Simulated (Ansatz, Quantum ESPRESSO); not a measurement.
# Evanescent states of BeS, zinc blende type, lattice constant set to 5.065 Å, part 2 of 4

Aim: how fast states decay in the gap of BeS, zinc blende type, lattice constant set to 5.065 Å.

Quantum ESPRESSO 7.5; plane-wave DFT, PBE, SG15 norm-conserving pseudopotentials; cross-check by Ansatz 0.2.0 with PAW datasets.

So far. Step 2 (SCF with pw.x): The run needed 9 iterations to bring the estimated error under 1e-09 Ry.

The structure was built from a prototype and need not be the compound's stable phase.

**3. Complex band structure**

Level of this step: complex band structure by pwcond; plane-wave DFT, PBE, SG15 norm-conserving pseudopotentials (Quantum ESPRESSO).

ikind = 0 solves one period of the crystal for all kz, real and complex, at each energy and k across. ewind and epsproj trim the two-dimensional plane-wave basis; nz1 sets the subslabs.

The input, cbs.in:

```
&inputcond
  outdir = './out'
  prefixl = 'scf'
  band_file = 'cbs'
  ikind = 0
  ewind = 4.0
  epsproj = 1e-05
  nz1 = 7
  energy0 = 4.48
  denergy = -0.16
/
4
  0.00000000 0.00000000 1.00000000
  0.50000000 0.00000000 1.00000000
  0.50000000 0.50000000 1.00000000
  0.25000000 0.00000000 1.00000000
41
```

The run is started by

```console
$ OMP_NUM_THREADS=1 mpirun -n 2 pwcond.x -in cbs.in > cbs.out
```

Log:

```text
[banner, memory and clock lines left out]
Program PWCOND v.7.5 starts

          URL

     ./out/scf.save/

     IMPORTANT: XC functional enforced from input :
     Exchange-correlation= PBE
                           (   1   4   3   4   0   0   0)
     Any further DFT definition will be discarded
     Please, verify this is what you really want

     Reading collected, re-writing distributed wavefunctions

===== INPUT FILE containing the left lead =====

     GEOMETRY:

     lattice parameter (alat)  =       6.7680  a.u.
     the volume                =     438.4347 (a.u.)^3
     the cross section         =      45.8065 (a.u.)^2
     l of the unit cell        =       1.4142 (alat)
     number of atoms/cell      =            4
     number of atomic types    =            2

     crystal axes: (cart. coord. in units of alat)
               a(1) = (  1.0000  0.0000  0.0000 )
               a(2) = (  0.0000  1.0000  0.0000 )
               a(3) = (  0.0000  0.0000  1.4142 )

   Cartesian axes

     site n.     atom                  positions (alat units)
          1        Be     tau(  1)=(  0.0000  0.0000  1.4142  )
          2        S      tau(  2)=(  0.5000  0.0000  0.3536  )
          3        Be     tau(  3)=(  0.5000  0.5000  0.7071  )
          4        S      tau(  4)=(  0.0000  0.5000  1.0607  )

     nr1s                      =           36
     nr2s                      =           36
     nr3s                      =           48
     nr1sx                     =           36
     nr2sx                     =           36
     nr3sx                     =           48
     nr1                       =           36
     nr2                       =           36
     nr3                       =           48
     nr1x                      =           36
     nr2x                      =           36
     nr3x                      =           48

 _______________________________
  Radii of nonlocal spheres:

     type       ibeta     ang. mom.          radius (alat units)
       Be         1         0                    0.3014
       Be         2         0                    0.3251
       Be         3         1                    0.2674
       Be         4         1                    0.2807
       S          1         0                    0.2955
       S          2         0                    0.3044
       S          3         1                    0.2202
       S          4         1                    0.2187
----- General information -----

----- Complex band structure calculation -----

     nrx                       =           36
     nry                       =           36
     nz1                       =            7

     energy0               =         4.5E+00
     denergy               =        -1.6E-01
     nenergy               =         41
     ecut2d                =         6.0E+01
     ewind                 =         4.0E+00
     epsproj               =         1.0E-05

     number of k_|| points=    4
                       cryst. coord.
        k(    1) = (   0.0000000   0.0000000), wk =   0.2500000
        k(    2) = (   0.5000000   0.0000000), wk =   0.2500000
        k(    3) = (   0.5000000   0.5000000), wk =   0.2500000
        k(    4) = (   0.2500000   0.0000000), wk =   0.2500000
----- Information about left lead -----

     nocros                   =            8
     noins                    =           24
     norb                     =           40
     norbf                    =           40
     nrz                      =           48

      iorb      type   ibeta   ang. mom.   m       position (alat)
        1        1       1        0        1   taunew(   1)=(  0.0000  0.0000  0.0000)
        2        1       2        0        1   taunew(   2)=(  0.0000  0.0000  0.0000)
        3        1       3        1        1   taunew(   3)=(  0.0000  0.0000  0.0000)
        4        1       3        1        2   taunew(   4)=(  0.0000  0.0000  0.0000)
        5        1       3        1        3   taunew(   5)=(  0.0000  0.0000  0.0000)
        6        1       4        1        1   taunew(   6)=(  0.0000  0.0000  0.0000)
        7        1       4        1        2   taunew(   7)=(  0.0000  0.0000  0.0000)
        8        1       4        1        3   taunew(   8)=(  0.0000  0.0000  0.0000)
        9        2       1        0        1   taunew(   9)=(  0.5000  0.0000  0.3536)
       10        2       2        0        1   taunew(  10)=(  0.5000  0.0000  0.3536)
       11        2       3        1        1   taunew(  11)=(  0.5000  0.0000  0.3536)
       12        2       3        1        2   taunew(  12)=(  0.5000  0.0000  0.3536)
       13        2       3        1        3   taunew(  13)=(  0.5000  0.0000  0.3536)
       14        2       4        1        1   taunew(  14)=(  0.5000  0.0000  0.3536)
       15        2       4        1        2   taunew(  15)=(  0.5000  0.0000  0.3536)
       16        2       4        1        3   taunew(  16)=(  0.5000  0.0000  0.3536)
       17        1       1        0        1   taunew(  17)=(  0.5000  0.5000  0.7071)
       18        1       2        0        1   taunew(  18)=(  0.5000  0.5000  0.7071)
       19        1       3        1        1   taunew(  19)=(  0.5000  0.5000  0.7071)
       20        1       3        1        2   taunew(  20)=(  0.5000  0.5000  0.7071)
       21        1       3        1        3   taunew(  21)=(  0.5000  0.5000  0.7071)
       22        1       4        1        1   taunew(  22)=(  0.5000  0.5000  0.7071)
       23        1       4        1        2   taunew(  23)=(  0.5000  0.5000  0.7071)
       24        1       4        1        3   taunew(  24)=(  0.5000  0.5000  0.7071)
       25        2       1        0        1   taunew(  25)=(  0.0000  0.5000  1.0607)
       26        2       2        0        1   taunew(  26)=(  0.0000  0.5000  1.0607)
       27        2       3        1        1   taunew(  27)=(  0.0000  0.5000  1.0607)
       28        2       3        1        2   taunew(  28)=(  0.0000  0.5000  1.0607)
       29        2       3        1        3   taunew(  29)=(  0.0000  0.5000  1.0607)
       30        2       4        1        1   taunew(  30)=(  0.0000  0.5000  1.0607)
       31        2       4        1        2   taunew(  31)=(  0.0000  0.5000  1.0607)
       32        2       4        1        3   taunew(  32)=(  0.0000  0.5000  1.0607)
       33        1       1        0        1   taunew(  33)=(  0.0000  0.0000  1.4142)
       34        1       2        0        1   taunew(  34)=(  0.0000  0.0000  1.4142)
       35        1       3        1        1   taunew(  35)=(  0.0000  0.0000  1.4142)
       36        1       3        1        2   taunew(  36)=(  0.0000  0.0000  1.4142)
       37        1       3        1        3   taunew(  37)=(  0.0000  0.0000  1.4142)
       38        1       4        1        1   taunew(  38)=(  0.0000  0.0000  1.4142)
       39        1       4        1        2   taunew(  39)=(  0.0000  0.0000  1.4142)
       40        1       4        1        3   taunew(  40)=(  0.0000  0.0000  1.4142)
    k slab    z(k)  z(k+1)     crossing(iorb=1,norb)
    1   0.0000 0.0295 0.0295   1111111100000000000000000000000000000000
    2   0.0295 0.0589 0.0295   1111111111000000000000000000000000000000
    3   0.0589 0.0884 0.0295   1111111111000000000000000000000000000000
    4   0.0884 0.1179 0.0295   1111111111000000000000000000000000000000
    5   0.1179 0.1473 0.0295   1111111111111111000000000000000000000000
    6   0.1473 0.1768 0.0295   1111111111111111000000000000000000000000
    7   0.1768 0.2062 0.0295   1111111111111111000000000000000000000000
    8   0.2062 0.2357 0.0295   1111111111111111000000000000000000000000
    9   0.2357 0.2652 0.0295   1111111111111111000000000000000000000000
   10   0.2652 0.2946 0.0295   1111111111111111000000000000000000000000
   11   0.2946 0.3241 0.0295   1100000011111111000000000000000000000000
   12   0.3241 0.3536 0.0295   0100000011111111000000000000000000000000
   13   0.3536 0.3830 0.0295   0000000011111111010000000000000000000000
   14   0.3830 0.4125 0.0295   0000000011111111110000000000000000000000
   15   0.4125 0.4419 0.0295   0000000011111111111111110000000000000000
   16   0.4419 0.4714 0.0295   0000000011111111111111110000000000000000
   17   0.4714 0.5009 0.0295   0000000011111111111111110000000000000000
   18   0.5009 0.5303 0.0295   0000000011111111111111110000000000000000
   19   0.5303 0.5598 0.0295   0000000011111111111111110000000000000000
   20   0.5598 0.5893 0.0295   0000000011111111111111110000000000000000
   21   0.5893 0.6187 0.0295   0000000011000000111111110000000000000000
   22   0.6187 0.6482 0.0295   0000000011000000111111110000000000000000
   23   0.6482 0.6776 0.0295   0000000011000000111111110000000000000000
   24   0.6776 0.7071 0.0295   0000000000000000111111110000000000000000
   25   0.7071 0.7366 0.0295   0000000000000000111111110000000000000000
   26   0.7366 0.7660 0.0295   0000000000000000111111111100000000000000
   27   0.7660 0.7955 0.0295   0000000000000000111111111100000000000000
   28   0.7955 0.8250 0.0295   0000000000000000111111111100000000000000
   29   0.8250 0.8544 0.0295   0000000000000000111111111111111100000000
   30   0.8544 0.8839 0.0295   0000000000000000111111111111111100000000
   31   0.8839 0.9133 0.0295   0000000000000000111111111111111100000000
   32   0.9133 0.9428 0.0295   0000000000000000111111111111111100000000
   33   0.9428 0.9723 0.0295   0000000000000000111111111111111100000000
   34   0.9723 1.0017 0.0295   0000000000000000111111111111111100000000
   35   1.0017 1.0312 0.0295   0000000000000000110000001111111100000000
   36   1.0312 1.0607 0.0295   0000000000000000010000001111111100000000
   37   1.0607 1.0901 0.0295   0000000000000000000000001111111101000000
   38   1.0901 1.1196 0.0295   0000000000000000000000001111111111000000
   39   1.1196 1.1490 0.0295   0000000000000000000000001111111111111111
   40   1.1490 1.1785 0.0295   0000000000000000000000001111111111111111
   41   1.1785 1.2080 0.0295   0000000000000000000000001111111111111111
   42   1.2080 1.2374 0.0295   0000000000000000000000001111111111111111
   43   1.2374 1.2669 0.0295   0000000000000000000000001111111111111111
   44   1.2669 1.2964 0.0295   0000000000000000000000001111111111111111
   45   1.2964 1.3258 0.0295   0000000000000000000000001100000011111111
   46   1.3258 1.3553 0.0295   0000000000000000000000001100000011111111
   47   1.3553 1.3848 0.0295   0000000000000000000000001100000011111111
   48   1.3848 1.4142 0.0295   0000000000000000000000000000000011111111
 ngper, shell number =          221          32
 ngper, n2d =          221         221
---  E-Ef =    4.4800000  k =    0.0000000   0.0000000
---  ie =          1  ik =          1
 Nchannels of the left tip =            1
 Right moving states:
   k1(2pi/a)   k2(2pi/a)   E-Ef (eV)
   0.4812508  -0.0000000   4.4800000
 Left moving states:
   k1(2pi/a)   k2(2pi/a)   E-Ef (eV)
  -0.4812509   0.0000000   4.4800000

---  E-Ef =    4.3200000  k =    0.0000000   0.0000000
---  ie =          2  ik =          1
 Nchannels of the left tip =            1
 Right moving states:
   k1(2pi/a)   k2(2pi/a)   E-Ef (eV)
   0.4313961  -0.0000000   4.3200000
 Left moving states:
   k1(2pi/a)   k2(2pi/a)   E-Ef (eV)
  -0.4313961   0.0000000   4.3200000
[... further energies and points left out ...]
---  E-Ef =   -1.7600000  k =    0.2500000   0.0000000
---  ie =         40  ik =          4
 Nchannels of the left tip =            2
 Right moving states:
   k1(2pi/a)   k2(2pi/a)   E-Ef (eV)
   0.1611509  -0.0000000  -1.7600000
   0.3797029  -0.0000000  -1.7600000
 Left moving states:
   k1(2pi/a)   k2(2pi/a)   E-Ef (eV)
  -0.1611509  -0.0000000  -1.7600000
  -0.3797030  -0.0000000  -1.7600000

---  E-Ef =   -1.9200000  k =    0.2500000   0.0000000
---  ie =         41  ik =          4
 Nchannels of the left tip =            1
 Right moving states:
   k1(2pi/a)   k2(2pi/a)   E-Ef (eV)
   0.3512085  -0.0000000  -1.9200000
 Left moving states:
   k1(2pi/a)   k2(2pi/a)   E-Ef (eV)
  -0.3512085  -0.0000000  -1.9200000

Note: The following floating-point exceptions are signalling: IEEE_UNDERFLOW_FLAG
Note: The following floating-point exceptions are signalling: IEEE_UNDERFLOW_FLAG
```

Run time: 11 min. Hardware: 2 MPI ranks of Arm Neoverse V1, shared host; peak memory 0.19 GiB.

Read from the output:

| Quantity | Value |
| --- | --- |
| peak of the smallest κ at the zone centre | 0.304 Å⁻¹ |
| energy of the peak at the zone centre | 2.24 eV |

K across = (0, 0) in the cell's reciprocal vectors; values within 0.0025 1/Å of each other count once, columns are sorted by size at each energy, a dash where no further value was kept. The Im kz of the slowest decaying states by energy, zero at the highest filled level of the SCF mesh:

```
energy (eV)  decay 1 (Å⁻¹)  decay 2 (Å⁻¹)  decay 3 (Å⁻¹)
      -1.92          0.946           1.90           1.92
      -1.60          0.918           1.80           1.90
      -1.28          0.889           1.73           1.87
      -0.96          0.859           1.66           1.85
      -0.64          0.829           1.60           1.83
      -0.32          0.798           1.55           1.80
      -0.16          0.783           1.52           1.79
       0.00          0.016          0.766           1.49
       0.16          0.114          0.162           0.75
       0.48          0.189          0.266          0.716
       0.80          0.232          0.325           0.68
       1.12          0.262          0.365          0.641
       1.44          0.282          0.392            0.6
       1.76          0.295           0.41          0.554
       2.08          0.302          0.422          0.503
       2.40          0.304          0.426          0.444
       2.72          0.301          0.372          0.426
       2.88          0.297          0.327          0.424
       3.20          0.202          0.286          0.416
       3.52           0.27          0.404          0.738
       3.84          0.246          0.386          0.639
       4.16          0.213          0.363          0.531
       4.48          0.163          0.332          0.407
```

K across = (0, 0) in the cell's reciprocal vectors. Table of Re kz of states that move upwards by energy, zero at the highest filled level of the SCF mesh:

```
energy (eV)  channel 1 (Å⁻¹)  channel 2 (Å⁻¹)  channel 3 (Å⁻¹)
      -1.92           -0.507            0.356            0.356
      -1.76           -0.476            0.442            0.442
      -1.60           -0.446            0.515            0.515
      -1.44           -0.415            0.581            0.581
      -1.28           -0.599           -0.599           -0.384
      -1.12           -0.540           -0.540           -0.352
      -0.96           -0.484           -0.484           -0.320
      -0.64           -0.371           -0.371           -0.251
      -0.48           -0.312           -0.312           -0.213
      -0.32           -0.247           -0.247           -0.170
      -0.16           -0.170           -0.170           -0.117
       0.00                -                -                -
       0.16                -                -                -
       0.32                -                -                -
       0.48                -                -                -
       0.64                -                -                -
       0.80                -                -                -
       0.96                -                -                -
       1.12                -                -                -
       1.44                -                -                -
       1.60                -                -                -
       1.76                -                -                -
       1.92                -                -                -
       2.08                -                -                -
       2.24                -                -                -
       2.40                -                -                -
       2.56                -                -                -
       2.72                -                -                -
       2.88                -                -                -
       3.04                -                -                -
       3.20                -                -                -
       3.52            0.182                -                -
       3.68            0.273                -                -
       3.84            0.346                -                -
       4.00            0.411                -                -
       4.16            0.474                -                -
       4.32            0.535                -                -
       4.48            0.597                -                -
```

K across = (1/2, 0) in the cell's reciprocal vectors; values within 0.0025 1/Å of each other count once, columns are sorted by size at each energy, a dash where no further value was kept. Table of Im kz of the slowest decaying states by energy, zero at the highest filled level of the SCF mesh:

```csv
energy (eV),decay 1 (Å⁻¹),decay 2 (Å⁻¹),decay 3 (Å⁻¹)
-1.92,0.912,1.52,2.37
-1.76,0.866,1.50,2.36
-1.60,0.812,1.49,2.35
-1.44,0.748,1.47,2.35
-1.28,0.665,1.46,2.34
-1.12,0.543,1.44,2.34
-0.96,0.252,1.42,2.33
-0.64,0.153,0.542,1.39
-0.48,0.195,0.622,1.37
-0.32,0.227,0.672,1.35
-0.16,0.253,0.707,1.33
0.00,0.275,0.731,1.32
0.16,0.294,0.75,1.30
0.32,0.31,0.763,1.28
0.48,0.323,0.773,1.26
0.64,0.335,0.78,1.24
0.80,0.345,0.785,1.22
0.96,0.354,0.788,1.21
1.12,0.361,0.789,1.19
1.44,0.372,0.787,1.15
1.60,0.376,0.784,1.13
1.76,0.379,0.78,1.11
1.92,0.38,0.775,1.08
2.08,0.381,0.77,1.06
2.24,0.38,0.763,1.04
2.40,0.379,0.756,1.02
2.56,0.376,0.748,1
2.72,0.372,0.739,0.978
2.88,0.367,0.729,0.955
3.04,0.361,0.719,0.932
3.20,0.354,0.707,0.908
3.52,0.335,0.683,0.859
3.68,0.323,0.669,0.834
3.84,0.31,0.655,0.807
4.00,0.294,0.64,0.78
4.16,0.275,0.624,0.752
4.32,0.253,0.607,0.722
4.48,0.227,0.589,0.691
```

K across = (1/2, 1/2) in the cell's reciprocal vectors; values within 0.0025 1/Å of each other count once, columns are sorted by size at each energy, a dash where no further value was kept. Table of Im kz of the slowest decaying states by energy, zero at the highest filled level of the SCF mesh:

```csv
energy (eV),decay 1 (Å⁻¹),decay 2 (Å⁻¹),decay 3 (Å⁻¹)
-1.92,0.233,0.244,2.25
-1.76,0.28,0.286,2.24
-1.60,0.316,2.23,2.26
-1.44,0.338,0.345,2.22
-1.28,0.356,0.369,2.21
-1.12,0.37,0.389,2.20
-0.96,0.38,0.406,2.19
-0.64,0.394,0.432,2.17
-0.48,0.398,0.442,2.15
-0.32,0.401,0.451,2.14
-0.16,0.402,0.458,2.13
0.00,0.402,0.464,2.12
0.16,0.401,0.468,2.11
0.32,0.398,0.472,2.10
0.48,0.395,0.474,2.09
0.64,0.39,0.475,2.08
0.80,0.385,0.476,2.07
0.96,0.378,0.475,2.06
1.12,0.371,0.474,2.04
1.44,0.352,0.468,2.02
1.60,0.342,0.465,2.01
1.76,0.33,0.46,2.00
1.92,0.316,0.454,1.99
2.08,0.302,0.448,1.98
2.24,0.286,0.441,1.96
2.40,0.267,0.433,1.95
2.56,0.247,0.425,1.94
2.72,0.224,0.415,1.93
2.88,0.196,0.404,1.92
3.04,0.164,0.393,1.90
3.20,0.12,0.38,1.89
3.52,0.351,1.87,1.93
3.68,0.335,1.85,1.92
3.84,0.317,1.84,1.91
4.00,0.297,1.83,1.89
4.16,0.275,1.81,1.88
4.32,0.249,1.80,1.87
4.48,0.22,1.79,1.86
```

K across = (1/4, 0) in the cell's reciprocal vectors; values within 0.0025 1/Å of each other count once, columns are sorted by size at each energy, a dash where no further value was kept. Im kz of the slowest decaying states against energy, zero at the highest filled level of the SCF mesh:

```
energy (eV)  decay 1 (Å⁻¹)  decay 2 (Å⁻¹)  decay 3 (Å⁻¹)
      -1.92          0.047           0.19           1.23
      -1.76          0.093           1.21           1.51
      -1.44          0.119           1.18           1.49
      -1.28          0.114           1.16           1.47
      -0.96           0.03           1.12           1.44
      -0.80           1.10           1.42           1.72
      -0.64           1.09           1.41           1.71
      -0.32          0.141           1.05           1.37
      -0.16          0.102           0.19           1.03
       0.00          0.226          0.232           1.01
       0.32          0.278          0.358          0.975
       0.48          0.297          0.401          0.956
       0.80          0.327          0.466          0.917
       0.96          0.339          0.492          0.897
       1.12          0.349          0.514          0.877
       1.44          0.365          0.551          0.835
       1.60           0.37          0.567          0.814
       1.76          0.374           0.58          0.792
       2.08          0.379          0.603          0.746
       2.24           0.38          0.612          0.723
       2.56          0.378          0.628          0.673
       2.72          0.375          0.635          0.647
       2.88          0.371          0.619           0.64
       3.20           0.36          0.559          0.649
       3.36          0.352          0.526          0.653
       3.52          0.344          0.491          0.656
       3.84          0.321          0.408           0.66
       4.00          0.307          0.358          0.662
       4.32          0.218          0.272          0.667
       4.48          0.065           0.25          0.684
```

(Continued in part 3 of 4.)

[Logs are printed without paths, hosts, clocks, repeated set-up lines and the standing remarks that a program may print on its own settings, such as how far it seeks lower states.]

[Hosts, paths, dates, database ids (printed as entryN), source tags and the programs' standing remarks are cut or masked in the printed files.]

[Maps of the electrostatic potential energy from Ansatz leave out the sawtooth potential of an applied field or a dipole correction, so their vacuum need not be flat; planar profiles and work functions include it.]
